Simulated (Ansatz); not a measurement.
# Ge (fcc): energy against volume

The calculation used DFT, RPBE, plane waves (420 eV) with PAW, scalar-relativistic in Ansatz 0.2.0. The PAW files were generated under PBE, with cores re-solved for the functional.

The cell is scaled uniformly from the relaxed one, with fractional coordinates and shape fixed. Energies are extrapolated to zero smearing, pressures are those at the given smearing. Magnetic state: spin not included.

A Birch-Murnaghan fit gives V₀ = 20.18 Å³/atom, B₀ = 57 GPa, B₀′ = 3.7.

(1) What are the energy above the minimum and the pressure at 19.270 Å³/atom?

(2) What are the energy above the minimum and the pressure at 20.876 Å³/atom?

(3) What are the energy above the minimum and the pressure at 22.482 Å³/atom?

Answers

(1) 7.8 meV/atom and 2.80 GPa as computed.

(2) 4.1 meV/atom and -1.89 GPa as computed.

(3) 39.5 meV/atom and -5.03 GPa as computed.
